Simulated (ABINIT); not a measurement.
# NbP (I4_1md) in ABINIT: reference runs

How does NbP come out in PBE? The cell is run as given.

Everything below comes from runs of ABINIT 10.8.3 (patched build). Logs are shortened: lines on timing, memory, paths and dates and some standing lists are left out, and cuts for length are marked. The log counts tension as positive stress, the text compression.

**1. Starting point**

The structure is tetragonal, space group I4_1md (No. 109). The conventional cell has a = 3.350 Å, b = 3.350 Å, c = 11.480 Å, α = 90.00°, β = 90.00°, γ = 90.00°. Around Nb (site symmetry 2mm) lie 6 P at 2.55 Å. P (site symmetry 2mm) is surrounded by 6 Nb at 2.55 Å.

The cell is a database's computed one.

**2. Single point, PBE**

The input, run.abi:

```
# Pseudopotentials
pp_dirpath "./"
pseudos "Nb.GGA_PBE-JTH.xml, P.GGA_PBE-JTH.xml"

# Structure
structure "poscar:POSCAR"
natom 4

# Plane-wave basis
ecut 544.227725 eV
pawecutdg 40.0

# k points
kptopt 1
ngkpt 11 11 11
nshiftk 1
shiftk 0.0 0.0 0.0

# Exchange and correlation
ixc 11

# Bands and occupations
nband 22
occopt 3
tsmear 0.00183747

# SCF cycle
nstep 100
tolvrs 1.0e-9

# Output
iomode 3
prtwf 0
prtden 0
prteig 0
prtebands 0
enunit 1
```

The input, POSCAR:

```
NbP
1.0
   -1.6749232544      1.6749232544      5.7401081759
    1.6749232544     -1.6749232544      5.7401081759
    1.6749232544      1.6749232544     -5.7401081759
Nb P
2 2
Direct
    0.2498808000      0.7498808000      0.5000000000  Nb
    0.4998808000      0.4998808000      0.0000000000  Nb
    0.8327477700      0.3327477700      0.5000000000  P
    0.0827477700      0.0827477700      0.0000000000  P
```

Potentials or basis: JTH PAW PBE v2.0.

On the command line:

```console
$ abinit run.abi > log 2>&1
```

run.abo:

```text
.Version 10.8.3 of ABINIT
 Symmetries : space group I4_1 m d (#109); Bravais tI (body-center tetrag.)
================================================================================
 Values of the parameters that define the memory need of the present run
     intxc =       0    ionmov =       0      iscf =      17    lmnmax =      18
     lnmax =       6     mgfft =      48  mpssoang =       3    mqgrid =    3001
     natom =       4  nloc_mem =       2    nspden =       1   nspinor =       1
    nsppol =       1      nsym =       8    n1xccc =       1    ntypat =       2
    occopt =       3   xclevel =       2
       mpw =        1881          nfft =      110592          nkpt =         126
 PAW method is used; the additional fine FFT grid is defined by:
   mgfftf=        72    nfftf =    373248
================================================================================
================================================================================

--------------------------------------------------------------------------------
------------- Echo of variables that govern the present computation ------------
--------------------------------------------------------------------------------
 -outvars: echo values of preprocessed input variables --------
            acell      1.0000000000E+00  1.0000000000E+00  1.0000000000E+00 Bohr
              amu      9.29063800E+01  3.09737620E+01
             ecut      2.00000000E+01 Hartree
           enunit           1
                       outvar_i_n : Printing only first  50 k-points.
              ixc          11
                       outvar_i_n : Printing only first  50 k-points.
         kptrlatt       11    0    0      0   11    0      0    0   11
          kptrlen      6.96332171E+01
            natom           4
            nband          22
            ngfft          48      48      48
          ngfftdg          72      72      72
             nkpt         126
            nstep         100
             nsym           8
           ntypat           2
                       prtocc : prtvol=0, do not print more k-points.
           occopt           3
        pawecutdg      4.00000000E+01 Hartree
         pawxcdev           0
           prtden           0
        prtebands           0
           prteig           0
            prtwf           0
            rprim     -3.1651462327E+00  3.1651462327E+00  1.0847232386E+01
                       3.1651462327E+00 -3.1651462327E+00  1.0847232386E+01
                       3.1651462327E+00  3.1651462327E+00 -1.0847232386E+01
          spgroup         109
           tolvrs      1.00000000E-09
           tsmear      1.83747000E-03 Hartree
            typat      1  1  2  2
           useylm           1
                       outvars : Printing only first  50 k-points.
           xangst      1.6749232544E+00 -1.8595383615E-16  2.8686856462E+00
                      -5.1753549168E-18  5.1439890359E-17  5.7387397341E+00
                      -9.2976918076E-17  1.6749232544E+00  3.8200163902E+00
                       2.2518008645E-19  7.4332199519E-18  9.4996230223E-01
            xcart      3.1651462327E+00 -3.5140182239E-16  5.4210302126E+00
                      -9.7800033971E-18  9.7207304725E-17  1.0844646405E+01
                      -1.7570091119E-16  3.1651462327E+00  7.2187847739E+00
                       4.2552869239E-19  1.4046749943E-17  1.7951685811E+00
             xred      2.4988080000E-01  7.4988080000E-01  5.0000000000E-01
                       4.9988080000E-01  4.9988080000E-01  1.3810941881E-17
                       8.3274777000E-01  3.3274777000E-01  5.0000000000E-01
                       8.2747770000E-02  8.2747770000E-02  2.2861943132E-18
            znucl       41.00000   15.00000

================================================================================

 chkinp: Checking input parameters for consistency.

================================================================================
== DATASET  1 ==================================================================

--- !DatasetInfo
iteration_state: {dtset: 1, }
dimensions: {natom: 4, nkpt: 126, mband: 22, nsppol: 1, nspinor: 1, nspden: 1, mpw: 1881, }
cutoff_energies: {ecut:  20.0, pawecutdg:  40.0, }
electrons: {nelect:   3.60000000E+01, charge:   0.00000000E+00, occopt:   3.00000000E+00, tsmear:   1.83747000E-03, }
meta: {optdriver: 0, ionmov: 0, optcell: 0, iscf: 17, paral_kgb: 0, }
...

 Exchange-correlation functional for the present dataset will be:
  GGA: Perdew-Burke-Ernzerhof functional - ixc=11
  J.P.Perdew, K.Burke, M.Ernzerhof, PRL 77, 3865 (1996)

 Real(R)+Recip(G) space primitive vectors, cartesian coordinates (Bohr,Bohr^-1):
 R(1)= -3.1651462  3.1651462 10.8472324  G(1)=  0.0000000  0.1579706  0.0460947
 R(2)=  3.1651462 -3.1651462 10.8472324  G(2)=  0.1579706  0.0000000  0.0460947
 R(3)=  3.1651462  3.1651462-10.8472324  G(3)=  0.1579706  0.1579706  0.0000000
 Unit cell volume ucvol=  4.3467683E+02 bohr^3
 Angles (23,13,12)=  1.48703633E+02  1.48703633E+02  4.48477262E+01 degrees

 Coarse grid specifications (used for wave-functions):

 getcut: wavevector=  0.0000  0.0000  0.0000  ngfft=  48  48  48
         ecut(hartree)=     20.000   => boxcut(ratio)=   2.03490

 Fine grid specifications (used for densities):

 getcut: wavevector=  0.0000  0.0000  0.0000  ngfft=  72  72  72
         ecut(hartree)=     40.000   => boxcut(ratio)=   2.15550

--- Pseudopotential description ------------------------------------------------
- pspini: atom type   1  psp file is ./Nb.GGA_PBE-JTH.xml
 Pseudopotential format is: paw10
 basis_size (lnmax)=  6 (lmn_size= 18), orbitals=   0   0   1   1   2   2
 Spheres core radius: rc_sph= 2.22094190
 Shapefunction is BESSEL type: shapef(r,l)=aa(1,l)*jl(q(1,l)*r)+aa(2,l)*jl(q(2,l)*r)
 Radius for shape functions =  1.90969629
 Compensation charge density is not taken into account in XC energy/potential

- pspini: atom type   2  psp file is ./P.GGA_PBE-JTH.xml
 Pseudopotential format is: paw10
 basis_size (lnmax)=  4 (lmn_size=  8), orbitals=   0   0   1   1
 Spheres core radius: rc_sph= 1.60765221
 Shapefunction is SIN type: shapef(r)=[sin(pi*r/rshp)/(pi*r/rshp)]**2
 Radius for shape functions =  1.60765221
 Compensation charge density is not taken into account in XC energy/potential

   1.15947456E+03                                ecore*ucvol(ha*bohr**3)
--------------------------------------------------------------------------------

[... 7 lines left out ...]

     iter   Etot(hartree)      deltaE(h)  residm     nres2
 ETOT  1  -128.31397530032    -1.283E+02 6.657E-01 7.266E+01
 ETOT  2  -128.54696116777    -2.330E-01 3.201E-02 1.101E+01
 ETOT  3  -128.54573273246     1.228E-03 8.873E-03 1.566E+00
 ETOT  4  -128.54591451844    -1.818E-04 4.523E-03 1.168E-02
 ETOT  5  -128.54591661796    -2.100E-06 2.152E-03 3.673E-03
 ETOT  6  -128.54591686895    -2.510E-07 1.667E-03 1.714E-04
 ETOT  7  -128.54591672946     1.395E-07 3.578E-03 3.582E-06
 ETOT  8  -128.54591673394    -4.475E-09 3.249E-03 4.797E-07
 ETOT  9  -128.54591673363     3.130E-10 1.331E-03 1.065E-08
 ETOT 10  -128.54591673363    -1.791E-12 5.332E-04 8.110E-10

 At SCF step   10       nres2   =  8.11E-10 < tolvrs=  1.00E-09 =>converged.

 Cartesian components of stress tensor (hartree/bohr^3)
  sigma(1 1)=  4.48531410E-05  sigma(3 2)=  0.00000000E+00
  sigma(2 2)=  4.48531410E-05  sigma(3 1)=  0.00000000E+00
  sigma(3 3)=  5.71988759E-05  sigma(2 1)=  0.00000000E+00

--- !ResultsGS
iteration_state: {dtset: 1, }
comment   : Summary of ground state results
lattice_vectors:
- [ -3.1651462,   3.1651462,  10.8472324, ]
- [  3.1651462,  -3.1651462,  10.8472324, ]
- [  3.1651462,   3.1651462, -10.8472324, ]
lattice_lengths: [  11.73451,   11.73451,   11.73451, ]
lattice_angles: [148.704, 148.704,  44.848, ] # degrees, (23, 13, 12)
lattice_volume:   4.3467683E+02
convergence: {deltae: -1.791E-12, res2:  8.110E-10, residm:  5.332E-04, diffor: null, }
etotal    :  -1.28545917E+02
entropy   :   0.00000000E+00
fermie    :   4.65228863E-01
cartesian_stress_tensor: # hartree/bohr^3
- [  4.48531410E-05,   0.00000000E+00,   0.00000000E+00, ]
- [  0.00000000E+00,   4.48531410E-05,   0.00000000E+00, ]
- [  0.00000000E+00,   0.00000000E+00,   5.71988759E-05, ]
pressure_GPa:  -1.4407E+00
xred      :
- [  2.4988E-01,   7.4988E-01,   5.0000E-01, Nb]
- [  4.9988E-01,   4.9988E-01,   1.3811E-17, Nb]
- [  8.3275E-01,   3.3275E-01,   5.0000E-01,  P]
- [  8.2748E-02,   8.2748E-02,   2.2862E-18,  P]
cartesian_forces: # hartree/bohr
- [  1.23420059E-19,   4.21048957E-20,   3.04915677E-04, ]
- [  5.49112383E-20,   8.20162926E-20,   3.04915677E-04, ]
- [ -4.92542515E-20,  -1.30569414E-19,  -3.04915677E-04, ]
- [ -1.29077045E-19,   6.44822615E-21,  -3.04915677E-04, ]
force_length_stats: {min:   3.04915677E-04, max:   3.04915677E-04, mean:   3.04915677E-04, }
...

 Integrated electronic density in atomic spheres:
 ------------------------------------------------
 Atom  Sphere_radius  Integrated_density
    1        2.22094         10.14214299
    2        2.22094         10.14214299
    3        1.60765          1.59680501
    4        1.60765          1.59680501

================================================================================

 ----iterations are completed or convergence reached----

 Mean square residual over all n,k,spin=   11.491E-07; max=  53.316E-05
 reduced coordinates (array xred) for    4 atoms
       0.249880800000      0.749880800000      0.500000000000
       0.499880800000      0.499880800000      0.000000000000
       0.832747770000      0.332747770000      0.500000000000
       0.082747770000      0.082747770000      0.000000000000
 rms dE/dt=  3.3075E-03; max dE/dt=  3.3172E-03; dE/dt below (all hartree)
    1      -0.003317235711     -0.003317235711      0.003317235711
    2      -0.003317235711     -0.003317235711      0.003317235711
    3       0.003297746695      0.003297746695     -0.003297746695
    4       0.003297746695      0.003297746695     -0.003297746695

 cartesian coordinates (angstrom) at end:
    1      1.67492325440000    -0.00000000000000     2.86868564616086
    2     -0.00000000000000     0.00000000000000     5.73873973411086
    3     -0.00000000000000     1.67492325440000     3.82001639017899
    4      0.00000000000000     0.00000000000000     0.94996230222899

 cartesian forces (hartree/bohr) at end:
    1      0.00000000000000     0.00000000000000     0.00030491567672
    2      0.00000000000000     0.00000000000000     0.00030491567672
    3     -0.00000000000000    -0.00000000000000    -0.00030491567672
    4     -0.00000000000000     0.00000000000000    -0.00030491567672
 frms,max,avg= 1.7604315E-04 3.0491568E-04   0.000E+00  0.000E+00  8.983E-07 h/b

 cartesian forces (eV/Angstrom) at end:
    1      0.00000000000000     0.00000000000000     0.01567939451372
    2      0.00000000000000     0.00000000000000     0.01567939451372
    3     -0.00000000000000    -0.00000000000000    -0.01567939451372
    4     -0.00000000000000     0.00000000000000    -0.01567939451372
 frms,max,avg= 9.0525026E-03 1.5679395E-02   0.000E+00  0.000E+00  4.619E-05 e/A
 length scales=  1.000000000000  1.000000000000  1.000000000000 bohr
              =  0.529177210544  0.529177210544  0.529177210544 angstroms
 Fermi (or HOMO) energy (eV) =  12.65952   Average Vxc (eV)= -11.97153
 Eigenvalues (   eV  ) for nkpt= 126  k points:
 kpt#   1, nband= 22, wtk=  0.00075, kpt=  0.0000  0.0000  0.0000 (reduced coord)
 -42.29577  -42.25897  -18.55900  -18.36051  -18.36051  -18.21819  -18.21819  -18.17913
  -0.05725    2.33732    6.50036    9.64030   10.42477   10.42477   10.53490   10.95079
  11.30119   11.30119   13.49214   14.25555   15.30062   15.80706
 prteigrs : prtvol=0 or 1, do not print more k-points.

--- !EnergyTerms
iteration_state     : {dtset: 1, }
comment             : Components of total free energy in Hartree
kinetic             :  3.14215875123686E+01
hartree             :  2.22784257452580E+01
xc                  : -1.78175093545664E+01
Ewald energy        : -1.07670133665232E+02
psp_core            :  2.66744043882660E+00
local_psp           : -9.21062530025613E+01
PAW spherical_terms :  3.26807380542889E+01
internal            : -1.28545704271617E+02
'-kT*entropy'       : -2.04500094759493E-04
total_energy        : -1.28545908771712E+02
total_energy_eV     : -3.49791237392770E+03
...

--- !EnergyTermsDC
iteration_state     : {dtset: 1, }
comment             : '"Double-counting" decomposition of free energy'
band_energy         : -8.33919227441728E+00
Ewald energy        : -1.07670133665232E+02
psp_core            :  2.66744043882660E+00
xc_dc               : -1.95838507650291E+01
PAW spherical_terms :  4.38002403231913E+00
internal            : -1.28545712233532E+02
'-kT*entropy'       : -2.04500094759493E-04
total_energy_dc     : -1.28545916733627E+02
total_energy_dc_eV  : -3.49791259058244E+03
...

--- !EnergyTermsWithPAWCore
iteration_state     : {dtset: 1, }
comment             : 'Components of total free energy, including PAW core contributions'
Total energy        : -8.32432031617373E+03
Total energy DC     : -8.32432032413565E+03
Total energy (eV)   : -2.26516295358670E+05
Total energy DC (eV): -2.26516295575325E+05
...

 Cartesian components of stress tensor (hartree/bohr^3)
  sigma(1 1)=  4.48531410E-05  sigma(3 2)=  0.00000000E+00
  sigma(2 2)=  4.48531410E-05  sigma(3 1)=  0.00000000E+00
  sigma(3 3)=  5.71988759E-05  sigma(2 1)=  0.00000000E+00

-Cartesian components of stress tensor (GPa)         [Pressure= -1.4407E+00 GPa]
- sigma(1 1)=  1.31962497E+00  sigma(3 2)=  0.00000000E+00
- sigma(2 2)=  1.31962497E+00  sigma(3 1)=  0.00000000E+00
- sigma(3 3)=  1.68284903E+00  sigma(2 1)=  0.00000000E+00

== END DATASET(S) ==============================================================
================================================================================

 -outvars: echo values of variables after computation  --------
            acell      1.0000000000E+00  1.0000000000E+00  1.0000000000E+00 Bohr
           etotal     -1.2854591673E+02
            fcart      1.2342005862E-19  4.2104895688E-20  3.0491567672E-04
                       5.4911238319E-20  8.2016292631E-20  3.0491567672E-04
                      -4.9254251528E-20 -1.3056941446E-19 -3.0491567672E-04
                      -1.2907704542E-19  6.4482261456E-21 -3.0491567672E-04
            rprim     -3.1651462327E+00  3.1651462327E+00  1.0847232386E+01
                       3.1651462327E+00 -3.1651462327E+00  1.0847232386E+01
                       3.1651462327E+00  3.1651462327E+00 -1.0847232386E+01
           strten      4.4853141043E-05  4.4853141043E-05  5.7198875926E-05
                       0.0000000000E+00  0.0000000000E+00  0.0000000000E+00
           xangst      1.6749232544E+00 -1.8595383615E-16  2.8686856462E+00
                      -5.1753549168E-18  5.1439890359E-17  5.7387397341E+00
                      -9.2976918076E-17  1.6749232544E+00  3.8200163902E+00
                       2.2518008645E-19  7.4332199519E-18  9.4996230223E-01
             xred      2.4988080000E-01  7.4988080000E-01  5.0000000000E-01
                       4.9988080000E-01  4.9988080000E-01  1.3810941881E-17
                       8.3274777000E-01  3.3274777000E-01  5.0000000000E-01
                       8.2747770000E-02  8.2747770000E-02  2.2861943132E-18
 Calculation completed.
```

It took 5.6 min on 1 thread of Arm Neoverse V1, shared host; peak memory 0.37 GiB.

What came out:

- Free energy: -3497.9126 eV
- Pressure: -1.4 GPa
- Largest force: 0.016 eV/Å
- Band gap on the k mesh: none (metal or under the smearing width)
- Valence electrons inside the program's atomic spheres: Nb 10.14; P 1.60

Forces in eV/Å, atoms in the order of the input:
```
Nb   0.000  0.000  0.016
Nb   0.000  0.000  0.016
P    0.000  0.000 -0.016
P    0.000  0.000 -0.016
```

Stress tensor (GPa, compression positive):
```
-1.32  0.00  0.00
 0.00 -1.32  0.00
 0.00  0.00 -1.68
```

Levels at points of the mesh, in eV from the Fermi level:
```tsv
k point	band 14	band 15	band 16	band 17	band 18	band 19	band 20	band 21	band 22
(0.00, 0.00, 0.00)	-2.23	-2.12	-1.71	-1.36	-1.36	0.83	1.60	2.64	3.15
```

**3. Single point, PBE**

The input, run.py:

```python
import json, os
import numpy as np
from ase.units import GPa
from ase.calculators.abinit import Abinit, AbinitProfile
from ase.io import read

atoms = read('NbP.xyz')

profile = AbinitProfile(command='abinit', pp_paths=[os.path.abspath('pseudos')])
params = dict(
    pps='pawxml', xc='PBE',
    ecut=544.2277,
    pawecutdg=1088.4554,
    kptopt=1,
    ngkpt=[11, 11, 11],
    nshiftk=1,
    shiftk=[0.0, 0.0, 0.0],
    ixc=11,
    nband=22,
    occopt=3,
    tsmear=0.05,
    nstep=100,
    tolvrs=1e-09,
    prtwf=0,
    prtden=0,
)

atoms.calc = Abinit(profile=profile, directory='run', **params)
energy = atoms.get_potential_energy()
forces = atoms.get_forces()
stress = atoms.get_stress()
print(f'energy {energy:.6f} eV')
print('forces (eV/A)')
print(np.round(forces, 5))
print('stress (GPa, Voigt, tension positive)', np.round(stress / GPa, 4))
json.dump(dict(energy=energy, forces=forces.tolist(), stress=stress.tolist(), cell=atoms.cell.tolist(), frac=atoms.get_scaled_positions(wrap=False).tolist()), open('results.json', 'w'))
```

The input, NbP.xyz:

```xyz
4
Lattice="-1.6749232544 1.6749232544 5.7401081759 1.6749232544 -1.6749232544 5.7401081759 1.6749232544 1.6749232544 -5.7401081759" Properties=species:S:1:pos:R:3 pbc="T T T"
Nb     1.6749232544      0.0000000000      2.8686856462
Nb     0.0000000000      0.0000000000      5.7387397341
P      0.0000000000      1.6749232544      3.8200163902
P      0.0000000000      0.0000000000      0.9499623022
```

Potentials or basis: JTH PAW PBE v2.0.

On the command line:

```console
$ python run.py
```

Wall time 5.6 min (1 thread of Arm Neoverse V1, shared host); peak memory 0.37 GiB.

Results (log left out):

| Property | Result |
| --- | --- |
| Free energy | -3497.9126 eV |
| Pressure | -1.4 GPa |
| Largest force | 0.016 eV/Å |
| Band gap on the k mesh | none (metal or under the smearing width) |
| Valence electrons inside the program's atomic spheres | Nb 10.14; P 1.60 |

Forces in eV/Å, atoms in the order of the input:
```
Nb   0.000  0.000  0.016
Nb   0.000  0.000  0.016
P    0.000  0.000 -0.016
P    0.000  0.000 -0.016
```

Stress tensor (GPa, compression positive):
```
-1.32  0.00  0.00
 0.00 -1.32  0.00
 0.00  0.00 -1.68
```

Levels at points of the mesh, in eV from the Fermi level:
```csv
k point,band 16,band 17,band 18,band 19,band 20,band 21
"(0.00, 0.00, 0.00)",-1.71,-1.36,-1.36,0.83,1.60,2.64
```
